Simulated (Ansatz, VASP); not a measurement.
# Sn8TeSe7 (SnSe0.9Te0.1, orthorhombic SnSe-type solid solution) in two plane-wave programs

Aim: how closely do two programs agree when they are given the same cell, functional and k mesh? The cell is invented: As first built, before any earlier steps moved the atoms or strained the cell (in the runner's words): 1x2x2 conventional cells of the SnSe type (32 atoms: 14 Se, 16 Sn, 2 Te); Se/Te share their sites, the best of 600 random draws by like-pair counts in two shells; start lattice of SnSe; atoms moved at random by 0.02 A. It may not be a known or stable phase. Of the first pair: The structure shown is the end of the Ansatz relaxation below.

Method: plane waves, with VASP 6.6.1 beside it; PBE and LDA, in Ansatz 0.2.0.

### Step 1. Set-up

The cell holds 32 atoms: 14 Se, 16 Sn and 2 Te. Cell: a = 11.777 Å, b = 8.425 Å, c = 9.315 Å, α = 90.0°, β = 89.9°, γ = 90.0°. It derives from SnSe (SnSe type, space group 62), repeated 1×2×2. As first built, before any earlier steps moved the atoms or strained the cell (in the runner's words): 1x2x2 conventional cells of the SnSe type (32 atoms: 14 Se, 16 Sn, 2 Te); Se/Te share their sites, the best of 600 random draws by like-pair counts in two shells; start lattice of SnSe; atoms moved at random by 0.02 A.

### Step 2. Ansatz: relaxation, PBE

Ansatz runs on its default PAW (the set named soft_2) files.

This run makes the geometry at which the two programs are then compared.

input.yaml

```yaml
crystal:
  lattice:
    - [11.77738, 0.00043, 0.0115]
    - [0.00032, 8.4254, -0.00101]
    - [0.00898, -0.00107, 9.31513]
  atoms:
    - { symbol: Se, position: [0.85399, 0.12512, 0.2404] }
    - { symbol: Se, position: [0.64206, 0.37786, 0.48703] }
    - { symbol: Se, position: [0.3567, 0.12741, 0.01326] }
    - { symbol: Se, position: [0.14954, 0.3751, 0.26366] }
    - { symbol: Se, position: [0.64594, 0.37487, 0.99066] }
    - { symbol: Se, position: [0.35735, 0.1247, 0.51011] }
    - { symbol: Se, position: [0.1477, 0.37495, 0.75887] }
    - { symbol: Se, position: [0.85085, 0.6247, 0.23711] }
    - { symbol: Se, position: [0.64371, 0.8724, 0.48752] }
    - { symbol: Se, position: [0.35836, 0.62194, 0.01375] }
    - { symbol: Se, position: [0.14639, 0.87467, 0.26036] }
    - { symbol: Se, position: [0.85273, 0.62484, 0.74191] }
    - { symbol: Se, position: [0.64305, 0.87511, 0.99063] }
    - { symbol: Se, position: [0.35445, 0.62494, 0.51011] }
    - { symbol: Sn, position: [0.12221, 0.12549, 0.06213] }
    - { symbol: Sn, position: [0.38387, 0.37551, 0.31075] }
    - { symbol: Sn, position: [0.61991, 0.12569, 0.18947] }
    - { symbol: Sn, position: [0.87614, 0.37585, 0.43819] }
    - { symbol: Sn, position: [0.12251, 0.13647, 0.551] }
    - { symbol: Sn, position: [0.38103, 0.37459, 0.81102] }
    - { symbol: Sn, position: [0.60997, 0.12516, 0.68242] }
    - { symbol: Sn, position: [0.87996, 0.38732, 0.95046] }
    - { symbol: Sn, position: [0.12427, 0.62394, 0.06256] }
    - { symbol: Sn, position: [0.38047, 0.87411, 0.31129] }
    - { symbol: Sn, position: [0.61651, 0.62431, 0.19003] }
    - { symbol: Sn, position: [0.8782, 0.87431, 0.43863] }
    - { symbol: Sn, position: [0.12043, 0.61245, 0.55032] }
    - { symbol: Sn, position: [0.39045, 0.87465, 0.81835] }
    - { symbol: Sn, position: [0.6194, 0.62522, 0.68976] }
    - { symbol: Sn, position: [0.87792, 0.86333, 0.94977] }
    - { symbol: Te, position: [0.85882, 0.12552, 0.73369] }
    - { symbol: Te, position: [0.14159, 0.87427, 0.76708] }
kpoints:
  mp_grid: { grid: [2, 2, 2], shift: [0.5, 0.5, 0.5] }
hamiltonian:
  xc: pbe
scf:
  occupations: { method: fermi_dirac, width: 0.01 }
output:
  forces: true
  stress: true
relax:
  f_tol: 0.02
  max_steps: 25
  cell: { stress_tol: 0.1 }
basis:
  ecutwfc: "350 eV"
```

Command:

```console
ansatz run input.yaml --threads 8 --pin off --max-ram 15360MiB --backend cpu --events-out ev --progress --plain --runs-dir out
```

Numbers of over 12 decimals in the logs are rounded to 6 here.

What it wrote:

```text
Warning: basis.ecutwfc = 350 eV is below the records' recommended 420 eV, and the density's cutoff is lower with it unless basis.ecutrho_ratio is high enough to keep the records' density cutoff: compare with a run at a higher cutoff
The last accepted step is kept in <dir> (removed where the run ends without a failure and the disk answers)
Engine: ansatz 0.2.0, aarch64-unknown-linux-gnu
Pseudopotentials: kind: paw
Pseudopotential: Se, paw, valence charge 16, recommended cutoff 420 eV (normal), Se.paw.azcp
Pseudopotential: Sn, paw, valence charge 14, recommended cutoff 420 eV (normal), Sn.paw.azcp
Pseudopotential: Te, paw, valence charge 16, recommended cutoff 420 eV (normal), Te.paw.azcp
Functional definition: PBE
  parameter kappa = 0.804
  parameter beta = 0.066725
  exchange = pbe_x(kappa = kappa, mu = beta*pi^2/3)
  correlation = pbe_c(beta = beta)
Crystal: 32 atoms, lattice volume = 924.331 Å³
Basis set: ecut = 350 eV, 13741 PW (Γ), exchange–correlation on 144×108×120 points (8 copies of the dense FFT grid, shifted against one another)
Bands: 288, of which v1, the nominal top of the filled ones, is band 240 counted from 1 (239 counted from 0)
Symmetry: 1 space group operations
Space group: P1 (ITA 1), of the structure as read, at distance tolerance 9.7e-5 Å
k-points: 4 of 8 (time reversal used)
Non-local potential: Se, projectors of the file, l = 0: 2, l = 1: 2, l = 2: 3, l = 3: 1
Non-local potential: Sn, projectors of the file, l = 0: 2, l = 1: 2, l = 2: 2, l = 3: 2
Non-local potential: Te, projectors of the file, l = 0: 2, l = 1: 2, l = 2: 2, l = 3: 2
PAW form: soft (Blöchl's): semilocal exchange-correlation on the pseudo side does not see the compensation charge
PAW one-centre angular grid: Se, 590 points (default); XC on 64 Gauss nodes
PAW one-centre angular grid: Sn, 590 points (default); XC on 64 Gauss nodes
PAW one-centre angular grid: Te, 590 points (default); XC on 64 Gauss nodes
Initial density: superposition of atomic densities (neutral atoms: chi_scale 0, normalization atom), corrected by the library's trained network
Initial wavefunctions: pseudopotential atomic-orbital guess
Functional: x = pbe(κ = 0.804, μ = 0.219515), c = pbe(β = 0.066725)
SCF iter   1: F=—  HF=-186927.607023 eV  |F-HF|=—  |Δ(HF+E_count)|=         —  Δρ=1.62e-3  dr2=4.31e-2  ethr=1.77e-3  ⟨swp⟩=6.5  Hψ=4395  notcnv=0  defer=2
preconditioner: auto → Resta (q_TF=auto, 2.446 Å⁻¹)  ε∞=2.8  [insulator: Δε(μ)=1.533 eV  Ē_g=16.491 eV  σ=0.010 eV  W_gap=1.00  n_scr=232 (ndim 8)  ℏωp=21.8 eV  f_vac=0.004  D(μ)=0.00/eV (n_scr^D=0)  ε∞_Penn≈2.8]
SCF iter   2: F=—  HF=-186927.589367 eV  |F-HF|=—  |Δ(HF+E_count)|=   1.77e-2  Δρ=7.73e-4  dr2=7.72e-3  ethr=8.97e-6  ⟨swp⟩=3.0  Hψ=2038  notcnv=0  defer=156
SCF iter   3: F=—  HF=-186927.589960 eV  |F-HF|=—  |Δ(HF+E_count)|=   5.93e-4  Δρ=2.72e-4  dr2=7.48e-4  ethr=1.61e-6  ⟨swp⟩=2.0  Hψ=1672  notcnv=0  defer=156
SCF iter   4: F=—  HF=-186927.590037 eV  |F-HF|=—  |Δ(HF+E_count)|=   7.66e-5  Δρ=9.82e-5  dr2=9.56e-5  ethr=1.56e-7  ⟨swp⟩=2.0  Hψ=1792  notcnv=0  defer=156
SCF iter   5: F=—  HF=-186927.590069 eV  |F-HF|=—  |Δ(HF+E_count)|=   3.17e-5  Δρ=2.09e-5  dr2=6.41e-6  ethr=1.99e-8  ⟨swp⟩=2.0  Hψ=1636  notcnv=0  defer=156
SCF iter   6: F=—  HF=-186927.590069 eV  |F-HF|=—  |Δ(HF+E_count)|=   1.37e-7  Δρ=8.63e-6  dr2=1.09e-6  ethr=1.34e-9  ⟨swp⟩=2.0  Hψ=1924  notcnv=0  defer=156
SCF iter   7: F=-186927.590069 eV  HF=-186927.590069 eV  |F-HF|=1.97e-8  |Δ(HF+E_count)|=   4.42e-7  Δρ=2.14e-6  dr2=7.82e-8  ethr=2.08e-11  ⟨swp⟩=3.0  Hψ=4447  notcnv=0
SCF 1 converged in 7 iterations: F = -186927.590069 eV  dr2 = 7.82e-8
  greatest PAW one-centre occupation: 1.000 electrons in one spin orbital (limit 2), on the Se atom at site 3 (counted from 0), in its partial waves of l = 2
relax step   1: F+E_penalty+E_count = -186927.59006937 eV  Δ(F+E_penalty+E_count) = +0.000e0 eV  max|allowed force component| = 7.709e-3 eV/Å  Δτ_max = 0.0000 Å  P = +0.008 GPa  Ω = 924.331 Å³  (7 SCF iters, dr2 threshold 1.00e-7 eV, accepted)
Initial density: handed on by an earlier stage of this run
Initial wavefunctions: pseudopotential atomic-orbital guess (no wavefunctions were taken with the density)
iter 1 solved again at ethr=1.63e-7 eV; its pass at ethr=3.10e-3 eV (dr2=7.81e-4 eV) is discarded
SCF iter   1: F=—  HF=-186927.590071 eV  |F-HF|=—  |Δ(HF+E_count)|=         —  Δρ=2.24e-6  dr2=8.14e-8  ethr=1.63e-7  ⟨swp⟩=4.0  Hψ=7557  notcnv=0
eigensolver tolerance schedule: the retry pair's looser diagonalisation over-reported the residual by 9586.69 of it (diagonalisation noise at 1.01 of the residual, at the tolerance the schedule requests for it); recorded, not acted on — ethr = c·dr2/N_el stays at c = 1.0e-1
preconditioner: auto → Resta (q_TF=auto, 2.446 Å⁻¹)  ε∞=2.8  [insulator: Δε(μ)=1.530 eV  Ē_g=16.494 eV  σ=0.010 eV  W_gap=1.00  n_scr=232 (ndim 8)  ℏωp=21.8 eV  f_vac=0.004  D(μ)=0.00/eV (n_scr^D=0)  ε∞_Penn≈2.8]
SCF iter   2: F=—  HF=-186927.590069 eV  |F-HF|=—  |Δ(HF+E_count)|=   1.28e-6  Δρ=1.18e-6  dr2=1.59e-8  ethr=1.70e-11  ⟨swp⟩=3.0  Hψ=2792  notcnv=0
SCF iter   3: F=—  HF=-186927.590069 eV  |F-HF|=—  |Δ(HF+E_count)|=   1.17e-8  Δρ=6.54e-7  dr2=5.10e-9  ethr=3.31e-12  ⟨swp⟩=2.0  Hψ=1407  notcnv=0
[...]
SCF 2 converged in 8 iterations: F = -186927.590069 eV  dr2 = 6.95e-15
relax step   2: F+E_penalty+E_count = -186927.59006942 eV  Δ(F+E_penalty+E_count) = -4.706e-8 eV  max|allowed force component| = 7.707e-3 eV/Å  Δτ_max = 0.0000 Å  P = +0.008 GPa  Ω = 924.331 Å³  stress off target by 2.52e-2 GPa  SCF on the basis re-selected at this cell (its energy is not comparable with the rows above)  (8 SCF iters)
basis re-selected at this cell: Δ(F+E_penalty+E_count) = -4.706e-8 eV, ΔP = -0.000 GPa vs the last step (what re-selecting the basis moved, of the pressure what is left beyond the Pulay correction that the steps carried, after the strain that the cell walked since its last selection, with what the two solves' SCF thresholds leave and, on support functions, any second-order correction that the steps lacked; it is no m [...]
SCF converged after 8 iterations
Free energy (F): -186927.590069 eV
Harris-Foulkes:  -186927.590069 eV  (|F-HF|=5.82e-11)
Internal energy: -186927.590069 eV  (E = F + TS)
E sigma→0 (E₀):  -186927.590069 eV
Fermi energy:    8.602950 eV
--- Per-component energies (eV) ---
  E_band       = -7636.007094
  E_kinetic    = 4973.332768
  E_local      = -52690.283441  (includes V_loc(G=0)·N_el)
  E_nonlocal   = -9482.629767
  E_hartree    = 27997.533454
  E_xc         = -7831.905029
  E_vxc        = -3118.060312  (∫ρ·V_xc dr)
  E_paw        = -102223.068070  (= ΣΔE_a)
  E_vpaw       = -3313.441613  (= ΣTr[D̂ρ^β])
  E_aug_tail   = 0.008367  (compensation charges beyond the density's cutoff)
  E_ewald      = -47670.578351
  E_smearing   = -0.000000  (= −TS)
  E_closure    = 0.000000  (closes the sum)
  Σ components = -186927.590069   (vs F -186927.590069, Δ=0.00e0)
--- Forces (eV/Å), atoms counted from 1 ---
  atom   1  Se     0.00066457     0.00073300    -0.00279689
  atom   2  Se    -0.00232084    -0.00163543    -0.00108882
  atom   3  Se     0.00091816    -0.00188306     0.00157067
  atom   4  Se    -0.00270419     0.00029117    -0.00224435
  atom   5  Se     0.00150681    -0.00157454     0.00075103
  atom   6  Se    -0.00003220    -0.00033248    -0.00156487
  atom   7  Se     0.00313321     0.00058741     0.00088280
  atom   8  Se     0.00258379    -0.00022195     0.00205891
  atom   9  Se    -0.00088242     0.00156089    -0.00180141
  atom  10  Se     0.00192428     0.00198824     0.00084549
  atom  11  Se    -0.00025016    -0.00061777     0.00268946
  atom  12  Se    -0.00352662    -0.00063950    -0.00091150
  atom  13  Se     0.00075299    -0.00006243     0.00250250
  atom  14  Se    -0.00151617     0.00162236    -0.00049794
  atom  15  Sn    -0.00409619     0.00339330     0.00180245
  atom  16  Sn     0.00405889    -0.00065019    -0.00470516
  atom  17  Sn    -0.00326305    -0.00007647     0.00037128
  atom  18  Sn     0.00549042     0.00294056    -0.00129776
  atom  19  Sn    -0.00070866    -0.00086408     0.00087115
  atom  20  Sn     0.00045899    -0.00011269    -0.00203712
  atom  21  Sn    -0.00770702    -0.00121811    -0.00261341
  atom  22  Sn     0.00183402    -0.00084798    -0.00131233
  atom  23  Sn    -0.00538033    -0.00293114     0.00143237
  atom  24  Sn     0.00328709    -0.00007580    -0.00064812
  atom  25  Sn    -0.00342106     0.00077267     0.00392020
  atom  26  Sn     0.00392627    -0.00345553    -0.00180846
  atom  27  Sn    -0.00166731     0.00129195     0.00145625
  atom  28  Sn     0.00743958     0.00108679     0.00299407
  atom  29  Sn    -0.00038794     0.00004698     0.00203645
  atom  30  Sn    -0.00034296     0.00071996    -0.00078906
  atom  31  Te    -0.00267249     0.00233420     0.00674508
  atom  32  Te     0.00290047    -0.00217038    -0.00681296
  max |Σ_I F_I| component: 7.49e-8 eV/Å
--- Stress (GPa, compression-positive) ---
        0.025108      -0.000125       0.000775
       -0.000125      -0.012915      -0.000711
        0.000775      -0.000711       0.012025
  P = ⅓ Tr σ = 0.0081 GPa (0.081 kbar)
--- Relaxed structure (1 steps of the walk, 1 accepted, 1 SCFs on fresh bases) ---
  F+E_penalty+E_count = -186927.59006942 eV   max|allowed force component| = 7.707e-3 eV/Å   (the final SCF, on the basis selected at the relaxed cell)
  cell:  # Å, volume = 924.3314 Å³
    - [11.77738, 0.00043, 0.0115]
    - [0.00032, 8.4254, -0.00101]
    - [0.00898, -0.00107, 9.31513]
  atoms:
    - { symbol: Se, position: [0.853990, 0.125120, 0.240400] }
    - { symbol: Se, position: [0.642060, 0.37786, 0.487030] }
    - { symbol: Se, position: [0.356700, 0.127410, 0.01326] }
    - { symbol: Se, position: [0.149540, 0.3751, 0.26366] }
    - { symbol: Se, position: [0.645940, 0.374870, 0.99066] }
    - { symbol: Se, position: [0.357350, 0.124700, 0.51011] }
    - { symbol: Se, position: [0.1477, 0.374950, 0.758870] }
    - { symbol: Se, position: [0.850850, 0.6247, 0.237110] }
    - { symbol: Se, position: [0.643710, 0.872400, 0.487520] }
    - { symbol: Se, position: [0.35836, 0.621940, 0.013750] }
    - { symbol: Se, position: [0.14639, 0.87467, 0.260360] }
    - { symbol: Se, position: [0.85273, 0.624840, 0.74191] }
    - { symbol: Se, position: [0.643050, 0.875110, 0.990630] }
    - { symbol: Se, position: [0.35445, 0.62494, 0.510110] }
    - { symbol: Sn, position: [0.122210, 0.125490, 0.06213] }
    - { symbol: Sn, position: [0.383870, 0.375510, 0.31075] }
    - { symbol: Sn, position: [0.61991, 0.12569, 0.189470] }
    - { symbol: Sn, position: [0.876140, 0.375850, 0.43819] }
    - { symbol: Sn, position: [0.12251, 0.13647, 0.551] }
    - { symbol: Sn, position: [0.381030, 0.37459, 0.811020] }
    - { symbol: Sn, position: [0.60997, 0.12516, 0.682420] }
    - { symbol: Sn, position: [0.879960, 0.38732, 0.950460] }
    - { symbol: Sn, position: [0.124270, 0.623940, 0.062560] }
    - { symbol: Sn, position: [0.380470, 0.87411, 0.31129] }
    - { symbol: Sn, position: [0.61651, 0.624310, 0.19003] }
    - { symbol: Sn, position: [0.878200, 0.87431, 0.438630] }
    - { symbol: Sn, position: [0.120430, 0.61245, 0.55032] }
    - { symbol: Sn, position: [0.390450, 0.87465, 0.818350] }
    - { symbol: Sn, position: [0.619400, 0.62522, 0.68976] }
    - { symbol: Sn, position: [0.877920, 0.863330, 0.94977] }
    - { symbol: Te, position: [0.85882, 0.12552, 0.73369] }
    - { symbol: Te, position: [0.14159, 0.87427, 0.767080] }
```

### Step 3. VASP: single point, PBE, relaxed cell

The same cell, functional, mesh and smearing now go to VASP, with its own data sets.

Lines of VASP's logs that name or quote its potential files are left out, and so is its time.

INCAR

```
SYSTEM = Sn8TeSe7
PREC = Accurate
ENCUT = 500
EDIFF = 1E-06
NELM = 120
ISMEAR = -1
SIGMA = 0.01
LREAL = Auto
ALGO = Normal
GGA = PE
NBANDS = 188
LORBIT = 11
LWAVE = .FALSE.
LCHARG = .FALSE.
ISIF = 2
ISYM = 0
LASPH = .TRUE.
GGA_COMPAT = .FALSE.
EFERMI = MIDGAP
KPAR = 4
```

POSCAR

```
Sn8TeSe7
1.0
   11.7773800000      0.0004300000      0.0115000000
    0.0003200000      8.4254000000     -0.0010100000
    0.0089800000     -0.0010700000      9.3151300000
Se Sn Te
14 16 2
Direct
    0.8539900000      0.1251200000      0.2404000000
    0.6420600000      0.3778600000      0.4870300000
    0.3567000000      0.1274100000      0.0132600000
    0.1495400000      0.3751000000      0.2636600000
    0.6459400000      0.3748700000      0.9906600000
    0.3573500000      0.1247000000      0.5101100000
    0.1477000000      0.3749500000      0.7588700000
    0.8508500000      0.6247000000      0.2371100000
    0.6437100000      0.8724000000      0.4875200000
    0.3583600000      0.6219400000      0.0137500000
    0.1463900000      0.8746700000      0.2603600000
    0.8527300000      0.6248400000      0.7419100000
    0.6430500000      0.8751100000      0.9906300000
    0.3544500000      0.6249400000      0.5101100000
    0.1222100000      0.1254900000      0.0621300000
    0.3838700000      0.3755100000      0.3107500000
    0.6199100000      0.1256900000      0.1894700000
    0.8761400000      0.3758500000      0.4381900000
    0.1225100000      0.1364700000      0.5510000000
    0.3810300000      0.3745900000      0.8110200000
    0.6099700000      0.1251600000      0.6824200000
    0.8799600000      0.3873200000      0.9504600000
    0.1242700000      0.6239400000      0.0625600000
    0.3804700000      0.8741100000      0.3112900000
    0.6165100000      0.6243100000      0.1900300000
    0.8782000000      0.8743100000      0.4386300000
    0.1204300000      0.6124500000      0.5503200000
    0.3904500000      0.8746500000      0.8183500000
    0.6194000000      0.6252200000      0.6897600000
    0.8779200000      0.8633300000      0.9497700000
    0.8588200000      0.1255200000      0.7336900000
    0.1415900000      0.8742700000      0.7670800000
```

KPOINTS

```
Points of the shifted mesh
8
Reciprocal
 0.2500000000  0.2500000000  0.2500000000 1
 0.2500000000  0.2500000000  0.7500000000 1
 0.2500000000  0.7500000000  0.2500000000 1
 0.2500000000  0.7500000000  0.7500000000 1
 0.7500000000  0.2500000000  0.2500000000 1
 0.7500000000  0.2500000000  0.7500000000 1
 0.7500000000  0.7500000000  0.2500000000 1
 0.7500000000  0.7500000000  0.7500000000 1
```

PAW data sets: Se, Sn_d and Te (PBE family, release 64).

Command:

```console
mpirun -np 4 vasp_std
```

What it wrote:

```text
[banner, memory and clock lines left out]
running    4 mpi-ranks, on    1 nodes
[...]
LDA part: xc-table for (Slater+PW92), standard interpolation
 POSCAR, INCAR and KPOINTS ok, starting setup
[...]
entering main loop
       N       E                     dE             d eps       ncg     rms          rms(c)
DAV:   1     0.433836826531E+04    0.43384E+04   -0.13055E+05  3008   0.209E+03
DAV:   2     0.796595408297E+03   -0.35418E+04   -0.34735E+04  3008   0.622E+02
DAV:   3    -0.266940195792E+02   -0.82329E+03   -0.78008E+03  3344   0.239E+02
DAV:   4    -0.127725001580E+03   -0.10103E+03   -0.97779E+02  3536   0.760E+01
[...]
DAV:  13    -0.130048496912E+03   -0.41095E-05   -0.87548E-05  4248   0.305E-02    0.128E-02
DAV:  14    -0.130048495289E+03    0.16231E-05   -0.16824E-05  3824   0.158E-02    0.487E-03
DAV:  15    -0.130048495409E+03   -0.12010E-06   -0.15574E-06  1976   0.586E-03
   1 F= -.13004850E+03 E0= -.13004850E+03  d E =0.000000E+00
```

OUTCAR, selected parts (step 3):

```text
  Total        0.2179712     -0.0735707      0.1262508     -0.0018578     -0.0063588      0.0163670
  in kB        0.3778175     -0.1275228      0.2188351     -0.0032202     -0.0110220      0.0283695
  external PRESSURE =       0.1563766 kB  Pullay stress =       0.0000000 kB

 POSITION                                       TOTAL-FORCE (eV/Angst)
 -----------------------------------------------------------------------------------
     10.05996      1.05430      2.24905         0.005994      0.000396     -0.008798
      7.56628      3.18338      4.54375        -0.006340     -0.002840     -0.009927
      4.20115      1.07362      0.12749         0.005361     -0.003590      0.010875
      1.76368      3.16015      2.45737        -0.006020     -0.000631      0.007154
      7.61650      3.15765      9.23518        -0.002654     -0.001949     -0.007643
      4.21327      1.05026      4.75572         0.004233     -0.000139      0.008674
      1.74645      3.15836      7.07029        -0.002735      0.000857      0.008929
     10.02311      5.26346      2.21786         0.007594      0.000989     -0.006549
      7.58587      7.35007      4.54783        -0.004821      0.002718     -0.012288
      4.22086      5.24023      0.13158         0.004339      0.005448      0.009731
      1.72671      7.36923      2.42609        -0.003323     -0.000284      0.008743
     10.04979      5.26410      6.92016         0.001121     -0.000077     -0.010730
      7.58262      7.37237      9.23436        -0.003713     -0.000427     -0.008952
      4.17927      5.26498      4.75519         0.004017      0.002125      0.011539
[...]
-----------------------------------------------------------------------------------
    total drift:                               -0.002084      0.001257      0.005464

  FREE ENERGIE OF THE ION-ELECTRON SYSTEM (eV)
  ---------------------------------------------------
  free  energy   TOTEN  =      -130.0484954095 eV

  energy  without entropy=     -130.0484954095  energy(sigma->0) =     -130.04849541

[... 3 further parts left out ...]
[key lines of the parts left out:]
E-fermi :   5.3541
```

The run ends at a pressure of 0.02 GPa, with forces up to 0.023 eV/Å.

[end of part 1 of 2]

[Lines on the potential files, build, host, timing and source positions are cut from VASP's logs without a mark.]

[Logs are printed without paths, hosts, clocks, repeated set-up lines and the standing remarks that a program may print on its own settings, such as how far it seeks lower states.]

[Hosts, paths, dates, database ids (printed as entryN), source tags and the programs' standing remarks are cut or masked in the printed files.]
